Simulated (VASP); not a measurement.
# CaO (Fm-3m) in VASP: notebook

One crystal, CaO, is run at these levels: PBE; tasks: relaxation of cell and atoms.

All numbers are computed with VASP 6.6.1; they aren't measurements. Logs are shortened: lines on timing, memory, paths and dates and some standing lists are left out, and cuts for length are marked.

### Step 1. The crystal as given

The structure is cubic, space group Fm-3m (No. 225). The conventional cell has a = 4.837 Å, b = 4.837 Å, c = 4.837 Å, α = 90.00°, β = 90.00°, γ = 90.00°. Ca (site symmetry m-3m) has 6 O at 2.42 Å as nearest neighbours. O (site symmetry m-3m) has 6 Ca at 2.42 Å as nearest neighbours.

### Step 2. Relaxation of cell and atoms, PBE, target pressure 0.0001 GPa, at which the enthalpy is minimised

Input file INCAR:

```
SYSTEM = CaO
PREC = Accurate
ENCUT = 520
EDIFF = 1E-7
ISMEAR = 0
SIGMA = 0.1
LREAL = .FALSE.
LASPH = .TRUE.
NELM = 60
ALGO = Normal
ISIF = 3
LWAVE = .FALSE.
LCHARG = .FALSE.
GGA = PE
IBRION = 2
NSW = 80
EDIFFG = -0.002
PSTRESS = 0.001
```

Input file KPOINTS:

```
regular mesh
0
G
  4 4 4
  0 0 0
```

Input file POSCAR:

```
CaO                                     
1.0
   -0.0000000000      2.4186841245      2.4186841245
    2.4186841245     -0.0000000000      2.4186841245
    2.4186841245      2.4186841245      0.0000000000
  Ca              O             
     1     1
Direct
     0.0000000000000000    0.0000000000000000    0.0000000000000000
     0.5000000000000000    0.5000000000000000    0.5000000000000000
```

Potentials or basis: VASP PAW PBE potentials, release 64 (Ca_sv, O).

Command:

```sh
$ cat potpaw_PBE.64/Ca_sv/POTCAR potpaw_PBE.64/O/POTCAR > POTCAR
$ mpirun -np 1 vasp_std > vasp.out
```

OUTCAR:

```text
SYSTEM = CaO
   PREC = Accurate
   ENCUT = 520
   EDIFF = 1E-7
   ISMEAR = 0
   LREAL = .FALSE.
   LASPH = .TRUE.
   NELM = 60
   ISIF = 3
   GGA = PE
   IBRION = 2
   NSW = 80
   EDIFFG = -0.002
   PSTRESS = 0.001

 ion  position               nearest neighbor table
   1  0.000  0.000  0.000-   2 2.42   2 2.42   2 2.42   2 2.42   2 2.42   2 2.42
   2  0.500  0.500  0.500-   1 2.42   1 2.42   1 2.42   1 2.42   1 2.42   1 2.42

  LATTYP: Found a face centered cubic cell.
 ALAT       =     4.8373682490

  Lattice vectors:

 A1 = (   0.0000000000,   2.4186841245,   2.4186841245)
 A2 = (   2.4186841245,   0.0000000000,   2.4186841245)
 A3 = (   2.4186841245,   2.4186841245,   0.0000000000)

Analysis of symmetry for initial positions (statically):
=====================================================================
 Subroutine PRICEL returns:
 Original cell was already a primitive cell.

 Routine SETGRP: Setting up the symmetry group for a
 face centered cubic supercell.

 Subroutine GETGRP returns: Found 48 space group operations
 (whereof 48 operations were pure point group operations)
 out of a pool of 48 trial point group operations.

The static configuration has the point symmetry O_h .

Analysis of symmetry for dynamics (positions and initial velocities):
=====================================================================
 Subroutine PRICEL returns:
 Original cell was already a primitive cell.

 Routine SETGRP: Setting up the symmetry group for a
 face centered cubic supercell.

 Subroutine GETGRP returns: Found 48 space group operations
 (whereof 48 operations were pure point group operations)
 out of a pool of 48 trial point group operations.

The dynamic configuration has the point symmetry O_h .

 Subroutine INISYM returns: Found 48 space group operations
 (whereof 48 operations are pure point group operations),
 and found     1 'primitive' translations

----------------------------------------------------------------------------------------

                                     Primitive cell

  volume of cell :      28.2988

  direct lattice vectors                    reciprocal lattice vectors
     0.000000000  2.418684124  2.418684124    -0.206723976  0.206723976  0.206723976
     2.418684124  0.000000000  2.418684124     0.206723976 -0.206723976  0.206723976
     2.418684124  2.418684124  0.000000000     0.206723976  0.206723976 -0.206723976

  length of vectors
     3.420535892  3.420535892  3.420535892     0.358056430  0.358056430  0.358056430

[... 56 lines left out ...]
   ICHARG =      2    charge: 1-file 2-atom 10-const
   ISPIN  =      1    spin polarized calculation?
   LNONCOLLINEAR =      F non collinear calculations
   LSORBIT =      F    spin-orbit coupling
   LASPH  =      T    aspherical Exc in radial PAW
   ENCUT  =  520.0 eV  38.22 Ry    6.18 a.u.   6.36  6.36  6.36*2*pi/ulx,y,z
   NELM   =     60;   NELMIN=  2; NELMDL= -5     # of ELM steps
   EDIFF  = 0.1E-06   stopping-criterion for ELM
   LREAL  =      F    real-space projection
   EDIFFG = -.2E-02   stopping-criterion for IOM
   NSW    =     80    number of steps for IOM
   IBRION =      2    ionic relax: 0-MD 1-quasi-New 2-CG
   NFREE  =      1    steps in history (QN), initial steepest desc. (CG)
   ISIF   =      3    stress and relaxation
   ISYM   =      2    0-nonsym 1-usesym 2-fastsym
   POTIM  = 0.5000    time-step for ionic-motion
   TEBEG  =    0.0;   TEEND  =   0.0 temperature during run
   PSTRESS=    0.0 pullay stress
   NELECT =      16.0000    total number of electrons
   NUPDOWN=      -1.0000    fix difference up-down
   EMIN   =  10.00;   EMAX   =-10.00  energy-range for DOS
   EFERMI =   0.00;   METHOD = LEGACY
   ISMEAR =     0;   SIGMA  =   0.10  broadening in eV -4-tet -1-fermi 0-gaus
   EFERMI_NEDOS =   21; number of points for ismear=-14 and -15
   IALGO  =     38    algorithm
   IMIX   =      4    mixing-type and parameters
     AMIX     =   0.40;   BMIX     =  1.00
     AMIX_MAG =   1.60;   BMIX_MAG =  1.00
  volume/ion in A,a.u.               =      14.15        95.48
  Fermi-wavevector in a.u.,A,eV,Ry     =   1.353710  2.558141 24.933099  1.832531
  Thomas-Fermi vector in A             =   2.480943
   LORBIT       =      0    0 simple, 1 ext, 2 COOP (PROOUT), +10 PAW based schemes
   GGA     = PE    functional components
   LHFCALC =     F    Hartree Fock is set to
   AEXX    =    0.0000 exact exchange contribution
   IVDW    =     0    specifies the selected vdW correction
   LEPSILON=     F    determine dielectric tensor
   LRPA    =     F    only Hartree local field effects (RPA)
 conjugate gradient relaxation of ions
 non-spin polarized calculation
 Gauss-broadening in eV      SIGMA  =   0.10
  energy-cutoff  :      520.00
  volume of cell :       28.30
 maximum number of plane-waves:       778
 NGX is ok and might be reduce to    28
   NGX = 13   NGY = 13   NGZ = 13

--------------------------------------- Ionic step        1  -------------------------------------------

 number of electron      16.0000000 magnetization

 Free energy of the ion-electron system (eV)
  ---------------------------------------------------
  ext. energy  EPLUGINS =         0.00000000
  ---------------------------------------------------
  free energy    TOTEN  =       -12.80159202 eV

  energy without entropy =      -12.80159202  energy(sigma->0) =      -12.80159202

------------------------ aborting loop because EDIFF is reached ----------------------------------------

  FORCE on cell =-STRESS in cart. coord.  units (eV):
  Direction    XX          YY          ZZ          XY          YZ          ZX
  --------------------------------------------------------------------------------------
  -------------------------------------------------------------------------------------
  Total        0.0284245      0.0284245      0.0284245      0.0000000     -0.0000000      0.0000000
  in kB        1.6092984      1.6092984      1.6092984      0.0000000     -0.0000000      0.0000000
  external PRESSURE =       1.6082984 kB  Pullay stress =       0.0010000 kB
[... 63 lines left out ...]
--------------------------------------- Ionic step        3  -------------------------------------------

 number of electron      16.0000000 magnetization

 Free energy of the ion-electron system (eV)
  ---------------------------------------------------
  ext. energy  EPLUGINS =         0.00000000
  ---------------------------------------------------
  free energy    TOTEN  =       -12.80161002 eV

  energy without entropy =      -12.80161002  energy(sigma->0) =      -12.80161002

 E-fermi :   2.7682     XC(G=0): -10.3738

 val. band max:        2.2407881455   @ k =   0.0000   0.0000   0.0000
 cond. band min:       5.8747601630   @ k =   0.5000   0.5000   0.0000
 fundamental gap:      3.6339720174
 Fermi energy:         2.7682225658

 k-point     1 :       0.0000    0.0000    0.0000
  band No.  band energies     occupation
      1     -35.4899      2.00000
      2     -16.2684      2.00000
      3     -16.2684      2.00000
      4     -16.2684      2.00000
      5     -13.2513      2.00000
      6       2.2408      2.00000
      7       2.2408      2.00000
      8       2.2408      2.00000
      9       6.7845      0.00000
     10       8.4073      0.00000
     11       8.4073      0.00000
     12       8.4073      0.00000
[... 136 lines left out ...]
  energy  without entropy=      -12.8016100170  energy(sigma->0) =      -12.80161002

  enthalpy is  TOTEN    =       -12.8015923293 eV   P V=        0.0000176877

 reached required accuracy - stopping structural energy minimisation
```

Run time: 9.9 s. Hardware: 1 thread of Intel Xeon 6975P-C (Granite Rapids), shared host; peak memory 0.16 GiB.

What came out:

| Item | Value |
| --- | --- |
| Free energy | -12.8016 eV |
| Relaxed volume | 14.17 Å³/atom |
| Relaxed cell | a = 3.422 Å, b = 3.422 Å, c = 3.422 Å, α = 60.00°, β = 60.00°, γ = 60.00° |
| Space group after relaxing (to 0.05 Å) | Fm-3m (No. 225) |
| Energy change on relaxing (the enthalpy is what falls) | -0.0 meV/atom |
| Ionic steps | 3 |
| Pressure after relaxing | 0.0 GPa |
| Band gap on the k mesh | 3.63 eV, indirect (least direct gap 4.01 eV) |

Final structure:
```cif
data_structure
_symmetry_space_group_name_H-M 'P 1'
_symmetry_Int_Tables_number 1
_cell_length_a 3.4222
_cell_length_b 3.4222
_cell_length_c 3.4222
_cell_angle_alpha 60.000
_cell_angle_beta 60.000
_cell_angle_gamma 60.000
_cell_volume 28.34
loop_
_atom_site_label
_atom_site_type_symbol
_atom_site_fract_x
_atom_site_fract_y
_atom_site_fract_z
_atom_site_occupancy
Ca1 Ca 0.00000 0.00000 0.00000 1
O1 O 0.50000 0.50000 0.50000 1
```

Levels at points of the mesh, in eV from the valence-band top:
| k point | band 4 | band 5 | band 6 | band 7 | band 8 | band 9 | band 10 | band 11 | band 12 |
| --- | --- | --- | --- | --- | --- | --- | --- | --- | --- |
| (0.00, 0.00, 0.00) | -18.51 | -15.49 | 0.00 | 0.00 | 0.00 | 4.54 | 6.17 | 6.17 | 6.17 |
| (0.50, 0.00, 0.00) | -18.56 | -14.38 | -2.59 | -1.16 | -1.16 | 6.95 | 8.23 | 8.23 | 8.34 |
| (0.50, 0.50, 0.00) | -18.72 | -15.25 | -1.31 | -0.38 | -0.38 | 3.63 | 7.88 | 8.77 | 9.39 |

Caveat: the k mesh is coarse (spacing up to 0.56 Å⁻¹), so the values aren't converged; the cell is relaxed towards a set pressure, so the enthalpy falls and the energy may rise. A k mesh can miss the band edges.

### Step 3. Relaxation of cell and atoms, PBE, target pressure 100 GPa, at which the enthalpy is minimised

This run uses another cell than the first one, of 10.10 Å³/atom, 0.714 times its volume.

INCAR, as its differences from that of step 2:

```diff
@@ -17,2 +17,2 @@
 EDIFFG = -0.002
-PSTRESS = 0.001
+PSTRESS = 1000
```

KPOINTS is that of step 2.

Input file POSCAR:

```
CaO                                     
1.0
    0.0000000000      2.1614886856      2.1614886856
    2.1614886856      0.0000000000      2.1614886856
    2.1614886856      2.1614886856      0.0000000000
  Ca              O             
     1     1
Direct
     0.0000000000000000    0.0000000000000000    0.0000000000000000
     0.5000000000000000    0.5000000000000000    0.5000000000000000
```

Potentials or basis: VASP PAW PBE potentials, release 64 (Ca_sv, O).

Command:

```sh
$ cat potpaw_PBE.64/Ca_sv/POTCAR potpaw_PBE.64/O/POTCAR > POTCAR
$ mpirun -np 1 vasp_std > vasp.out
```

Run time: 15 s. Hardware: 1 thread of Intel Xeon 6975P-C (Granite Rapids), shared host; peak memory 0.15 GiB.

Results (log left out):

```yaml
Free_energy: -10.7578 eV
Relaxed_volume: 9.52 Å³/atom
Relaxed_cell: a = 2.998 Å, b = 2.998 Å, c = 2.998 Å, α = 60.00°, β = 60.00°, γ = 60.00°
Space_group_after_relaxing_to_0.05_Å: Fm-3m (No. 225)
Energy_change_on_relaxing_the_enthalpy_is_what_falls: +312.8 meV/atom
Ionic_steps: 7
Pressure_after_relaxing: 100.0 GPa
Band_gap_on_the_k_mesh: 3.07 eV, indirect (least direct gap 3.18 eV)
```

Step by step:
```
step  energy change (eV)  largest force (eV/Å)  pressure (GPa)  volume (Å³)
   1              0.0000                0.0000           75.02        20.20
   2              3.5279                0.0000          213.14        15.94
   3              0.5753                0.0000           98.05        19.13
   4              0.6176                0.0000           99.71        19.06
   5              0.6316                0.0000          100.27        19.04
   6              0.6079                0.0000           99.39        19.07
   7              0.6256                0.0000          100.03        19.04
```

Final structure:
```cif
data_structure
_symmetry_space_group_name_H-M 'P 1'
_symmetry_Int_Tables_number 1
_cell_length_a 2.9975
_cell_length_b 2.9975
_cell_length_c 2.9975
_cell_angle_alpha 60.000
_cell_angle_beta 60.000
_cell_angle_gamma 60.000
_cell_volume 19.04
loop_
_atom_site_label
_atom_site_type_symbol
_atom_site_fract_x
_atom_site_fract_y
_atom_site_fract_z
_atom_site_occupancy
Ca1 Ca 0.00000 0.00000 0.00000 1
O1 O 0.50000 0.50000 0.50000 1
```

Levels at points of the mesh, in eV from the valence-band top:
| k point | band 5 | band 6 | band 7 | band 8 | band 9 | band 10 | band 11 | band 12 |
| --- | --- | --- | --- | --- | --- | --- | --- | --- |
| (0.00, 0.00, 0.00) | -16.21 | 0.00 | 0.00 | 0.00 | 6.86 | 6.86 | 6.86 | 8.50 |
| (0.50, 0.00, 0.00) | -12.73 | -3.66 | -2.26 | -2.26 | 8.85 | 10.40 | 10.40 | 11.73 |
| (0.50, 0.50, 0.00) | -16.33 | -0.64 | -0.10 | -0.10 | 3.07 | 11.02 | 11.24 | 12.17 |

Caveat: the k mesh is coarse (spacing up to 0.63 Å⁻¹), so the values aren't converged; the cell is relaxed towards a set pressure, so the enthalpy falls and the energy may rise.

### Step 4. Relaxation of cell and atoms, PBE, target pressure 100 GPa, at which the enthalpy is minimised

This run uses another cell than the first one, of 9.52 Å³/atom, 0.673 times its volume.

INCAR is that of step 3.

KPOINTS is that of step 3.

Input file POSCAR:

```
CaO                                     
1.0
    0.0000000000      2.1195779885      2.1195779885
    2.1195779885      0.0000000000      2.1195779885
    2.1195779885      2.1195779885      0.0000000000
  Ca              O             
     1     1
Direct
     0.0000000000000000    0.0000000000000000    0.0000000000000000
     0.5000000000000000    0.5000000000000000    0.5000000000000000
```

Command:

```sh
$ cat potpaw_PBE.64/Ca_sv/POTCAR potpaw_PBE.64/O/POTCAR > POTCAR
$ mpirun -np 1 vasp_std > vasp.out
```

Run time: 6.2 s. Hardware: 1 thread of Intel Xeon 6975P-C (Granite Rapids), shared host; peak memory 0.14 GiB.

The run converged. Its results:

| Quantity | Value |
| --- | --- |
| Free energy | -10.7572 eV |
| Relaxed volume | 9.52 Å³/atom |
| Relaxed cell | a = 2.998 Å, b = 2.998 Å, c = 2.998 Å, α = 60.00°, β = 60.00°, γ = 60.00° |
| Space group after relaxing (to 0.05 Å) | Fm-3m (No. 225) |
| Energy change on relaxing (the enthalpy is what falls) | -0.7 meV/atom |
| Ionic steps | 3 |
| Pressure after relaxing | 100.0 GPa |
| Band gap on the k mesh | 3.07 eV, indirect (least direct gap 3.18 eV) |

Step by step:
```
step  energy change (eV)  largest force (eV/Å)  pressure (GPa)  volume (Å³)
   1              0.0000                0.0000          100.05        19.04
   2             -0.0053                0.0000           99.86        19.05
   3             -0.0014                0.0000           99.99        19.05
```

Final structure:
```
Ca O
1.0
     0.00000    2.11966    2.11966
     2.11966    0.00000    2.11966
     2.11966    2.11966    0.00000
Ca O
1 1
Direct
  0.00000 0.00000 0.00000
  0.50000 0.50000 0.50000
```

Levels at points of the mesh, in eV from the valence-band top:
| k point | band 4 | band 5 | band 6 | band 7 | band 8 | band 9 | band 10 | band 11 | band 12 |
| --- | --- | --- | --- | --- | --- | --- | --- | --- | --- |
| (0.00, 0.00, 0.00) | -16.73 | -16.21 | 0.00 | 0.00 | 0.00 | 6.86 | 6.86 | 6.86 | 8.50 |
| (0.50, 0.00, 0.00) | -16.84 | -12.73 | -3.66 | -2.26 | -2.26 | 8.85 | 10.40 | 10.40 | 11.72 |
| (0.50, 0.50, 0.00) | -17.47 | -16.32 | -0.64 | -0.10 | -0.10 | 3.07 | 11.02 | 11.24 | 12.17 |

Caveat: the k mesh is coarse (spacing up to 0.64 Å⁻¹), so the values aren't converged; the cell is relaxed towards a set pressure, so the enthalpy falls and the energy may rise. A k mesh can miss the band edges.
